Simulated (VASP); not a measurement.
# SrCl2 (Fm-3m) in VASP: a series of runs

One crystal, SrCl2, is run at these levels: PBE; tasks: single point.

Everything below comes from runs of VASP 6.6.1. Logs are shortened: lines on timing, memory, paths and dates and some standing lists are left out, and cuts for length are marked.

### Step 1. The crystal as given

It takes space group Fm-3m (No. 225, cubic). The conventional cell has a = 6.977 Å, b = 6.977 Å, c = 6.977 Å, α = 90.00°, β = 90.00°, γ = 90.00°. Sr (site symmetry m-3m) is surrounded by 8 Cl at 3.02 Å. Around Cl (site symmetry -43m) lie 4 Sr at 3.02 Å.

### Step 2. Single point, PBE

INCAR

```
SYSTEM = SrCl2
ADDGRID = .False. ; ALGO = Normal
EDIFF = 1E-6 ; ENCUT = 550
GGA = PE ; ISIF = 2
ISMEAR = 0 ; LASPH = .True.
LCHARG = .False. ; LREAL = Auto
LWAVE = .False. ; NBANDS = 19
NELM = 100 ; PREC = Accurate
SIGMA = 0.05
```

KPOINTS

```
k-points
0
Gamma
  8 8 8
  0 0 0
```

POSCAR

```
SrCl2
1.0
    0.0000000000      3.4883500000      3.4883500000
    3.4883500000      0.0000000000      3.4883500000
    3.4883500000      3.4883500000      0.0000000000
Sr Cl
1 2
Direct
    0.0000000000      0.0000000000      0.0000000000
    0.7500000000      0.7500000000      0.7500000000
    0.2500000000      0.2500000000      0.2500000000
```

Potentials or basis: VASP PAW PBE potentials, release 64 (Sr_sv, Cl).

Run with:

```console
> cat potpaw_PBE.64/Sr_sv/POTCAR potpaw_PBE.64/Cl/POTCAR > POTCAR
> mpirun -np 1 vasp_std > vasp.out
```

OUTCAR:

```text
SYSTEM = SrCl2
   EDIFF = 1E-6
   ENCUT = 550
   GGA = PE
   ISIF = 2
   ISMEAR = 0
   LASPH = .True.
   LREAL = Auto
   NELM = 100
   PREC = Accurate

 Found     29 irreducible k-points:

 Following reciprocal coordinates:
            Coordinates               Weight
  0.000000  0.000000  0.000000      1.000000
  0.125000  0.000000  0.000000      8.000000
  0.250000  0.000000  0.000000      8.000000
  0.375000  0.000000  0.000000      8.000000
  0.500000  0.000000  0.000000      4.000000
  0.125000  0.125000  0.000000      6.000000
   k-points           NKPTS =     29   k-points in BZ     NKDIM =     29   number of bands    NBANDS=     19
   number of dos      NEDOS =    301   number of ions     NIONS =      3
   total plane-waves  NPLWV =  64000
   dimension x,y,z NGX =    40 NGY =   40 NGZ =   40
   dimension x,y,z NGXF=    80 NGYF=   80 NGZF=   80
   ions per type =               1   2
   NGX,Y,Z   is equivalent  to a cutoff of  13.48, 13.48, 13.48 a.u.
   NGXF,Y,Z  is equivalent  to a cutoff of  26.96, 26.96, 26.96 a.u.
 SYSTEM =  SrCl2
   PREC   = accura    normal or accurate (medium, high low for compatibility)
   ISTART =      0    job   : 0-new  1-cont  2-samecut
   ICHARG =      2    charge: 1-file 2-atom 10-const
   ISPIN  =      1    spin polarized calculation?
   LNONCOLLINEAR =      F non collinear calculations
   LSORBIT =      F    spin-orbit coupling
   LASPH  =      T    aspherical Exc in radial PAW
   ENCUT  =  550.0 eV  40.42 Ry    6.36 a.u.   9.43  9.43  9.43*2*pi/ulx,y,z
   NELM   =    100;   NELMIN=  2; NELMDL= -5     # of ELM steps
   EDIFF  = 0.1E-05   stopping-criterion for ELM
   LREAL  =      T    real-space projection
   EDIFFG = 0.1E-04   stopping-criterion for IOM
   NSW    =      0    number of steps for IOM
   IBRION =     -1    ionic relax: 0-MD 1-quasi-New 2-CG
   NFREE  =      0    steps in history (QN), initial steepest desc. (CG)
   ISIF   =      2    stress and relaxation
   ISYM   =      2    0-nonsym 1-usesym 2-fastsym
   POTIM  = 0.5000    time-step for ionic-motion
   TEBEG  =    0.0;   TEEND  =   0.0 temperature during run
   PSTRESS=    0.0 pullay stress
   NELECT =      24.0000    total number of electrons
   NUPDOWN=      -1.0000    fix difference up-down
   EMIN   =  10.00;   EMAX   =-10.00  energy-range for DOS
   EFERMI =   0.00;   METHOD = LEGACY
   ISMEAR =     0;   SIGMA  =   0.05  broadening in eV -4-tet -1-fermi 0-gaus
   EFERMI_NEDOS =   21; number of points for ismear=-14 and -15
   IALGO  =     38    algorithm
   IMIX   =      4    mixing-type and parameters
     AMIX     =   0.40;   BMIX     =  1.00
     AMIX_MAG =   1.60;   BMIX_MAG =  1.00
  volume/ion in A,a.u.               =      28.30       190.97
  Fermi-wavevector in a.u.,A,eV,Ry     =   1.074439  2.030396 15.706833  1.154420
  Thomas-Fermi vector in A             =   2.210267
   LORBIT       =      0    0 simple, 1 ext, 2 COOP (PROOUT), +10 PAW based schemes
   GGA     = PE    functional components
   LHFCALC =     F    Hartree Fock is set to
   AEXX    =    0.0000 exact exchange contribution
   IVDW    =     0    specifies the selected vdW correction
   LEPSILON=     F    determine dielectric tensor
   LRPA    =     F    only Hartree local field effects (RPA)
 non-spin polarized calculation
 Gauss-broadening in eV      SIGMA  =   0.05
  energy-cutoff  :      550.00
  volume of cell :       84.90
 maximum number of plane-waves:      2514
 NGX is ok and might be reduce to    40
   NGX = 19   NGY = 19   NGZ = 19

 number of electron      24.0000003 magnetization

 Free energy of the ion-electron system (eV)
  ---------------------------------------------------
  ext. energy  EPLUGINS =         0.00000000
  ---------------------------------------------------
  free energy    TOTEN  =       -12.78294198 eV

  energy without entropy =      -12.78294198  energy(sigma->0) =      -12.78294198

 E-fermi :   0.3818     XC(G=0):  -8.2829

 val. band max:        0.1525500094   @ k =   0.5000   0.5000   0.0000
 cond. band min:       5.4910100849   @ k =   0.0000   0.0000   0.0000
 fundamental gap:      5.3384600756
 Fermi energy:         0.3817517801

 k-point     1 :       0.0000    0.0000    0.0000
  band No.  band energies     occupation
      1     -32.7341      2.00000
      2     -14.7259      2.00000
      3     -14.7259      2.00000
      4     -14.7259      2.00000
      5     -13.1526      2.00000
      6     -12.3026      2.00000
[... 11 lines left out ...]
     18       9.1882      0.00000
     19       9.4667      0.00000

 k-point     2 :       0.1250    0.0000    0.0000
  band No.  band energies     occupation
      1     -32.7336      2.00000
      2     -14.7792      2.00000
      3     -14.7280      2.00000
      4     -14.7280      2.00000
      5     -13.0619      2.00000
      6     -12.3370      2.00000
[... 11 lines left out ...]
     18       8.9789      0.00000
     19       9.8107      0.00000

 k-point     3 :       0.2500    0.0000    0.0000
  band No.  band energies     occupation
      1     -32.7325      2.00000
      2     -14.8877      2.00000
      3     -14.7328      2.00000
      4     -14.7328      2.00000
      5     -12.8766      2.00000
      6     -12.4022      2.00000
[... 11 lines left out ...]
     18       8.7810      0.00000
     19       9.7659      0.00000

 k-point     4 :       0.3750    0.0000    0.0000
  band No.  band energies     occupation
      1     -32.7314      2.00000
      2     -14.9768      2.00000
      3     -14.7377      2.00000
      4     -14.7377      2.00000
      5     -12.7661      2.00000
      6     -12.4056      2.00000
[... 11 lines left out ...]
     18       8.7417      0.00000
     19       8.9708      0.00000

 k-point     5 :       0.5000    0.0000    0.0000
  band No.  band energies     occupation
      1     -32.7309      2.00000
      2     -15.0095      2.00000
      3     -14.7397      2.00000
      4     -14.7397      2.00000
      5     -12.7542      2.00000
      6     -12.3755      2.00000
[... 11 lines left out ...]
     18       8.7724      0.00000
     19       8.9331      0.00000

 k-point     6 :       0.1250    0.1250    0.0000
  band No.  band energies     occupation
      1     -32.7335      2.00000
      2     -14.7923      2.00000
      3     -14.7308      2.00000
      4     -14.7308      2.00000
      5     -13.0304      2.00000
      6     -12.3497      2.00000
[... 11 lines left out ...]
     18       8.9521      0.00000
     19       9.2698      0.00000

 [... further k-points ...]

------------------------ aborting loop because EDIFF is reached ----------------------------------------

  FORCE on cell =-STRESS in cart. coord.  units (eV):
  Direction    XX          YY          ZZ          XY          YZ          ZX
  --------------------------------------------------------------------------------------
  -------------------------------------------------------------------------------------
  Total        0.5787751      0.5787751      0.5787751      0.0000000      0.0000000      0.0000000
  in kB       10.9227057     10.9227057     10.9227057      0.0000000      0.0000000      0.0000000
  external PRESSURE =      10.9227057 kB  Pullay stress =       0.0000000 kB

 VOLUME and BASIS-vectors are now :
 -----------------------------------------------------------------------------
  energy-cutoff  :      550.00
  volume of cell :       84.90
      direct lattice vectors                 reciprocal lattice vectors
     0.000000000  3.488350000  3.488350000    -0.143334241  0.143334241  0.143334241
     3.488350000  0.000000000  3.488350000     0.143334241 -0.143334241  0.143334241
     3.488350000  3.488350000  0.000000000     0.143334241  0.143334241 -0.143334241

 POSITION                                       TOTAL-FORCE (eV/Angst)
 -----------------------------------------------------------------------------------
      0.00000      0.00000      0.00000        -0.000000     -0.000000     -0.000000
      5.23252      5.23252      5.23252        -0.000000     -0.000000     -0.000000
      1.74418      1.74418      1.74418         0.000000      0.000000      0.000000
 -----------------------------------------------------------------------------------
    total drift:                               -0.000000     -0.000000      0.000000

  FREE ENERGIE OF THE ION-ELECTRON SYSTEM (eV)
  ---------------------------------------------------
  free  energy   TOTEN  =       -12.7829419831 eV

  energy  without entropy=      -12.7829419831  energy(sigma->0) =      -12.78294198
```

Wall time 68 s (1 thread of Intel Xeon Platinum 8488C (Sapphire Rapids), shared host); peak memory 0.24 GiB.

The run converged, but some of its settings lie outside the range that counts as converged, so its numbers aren't taken as properties of the crystal.

What came out:

```
Free energy            : -12.7829 eV
Pressure               : 1.1 GPa
Band gap on the k mesh : 5.34 eV, indirect (least direct gap 5.51 eV)
```

(Continued in part 2 of 2.)
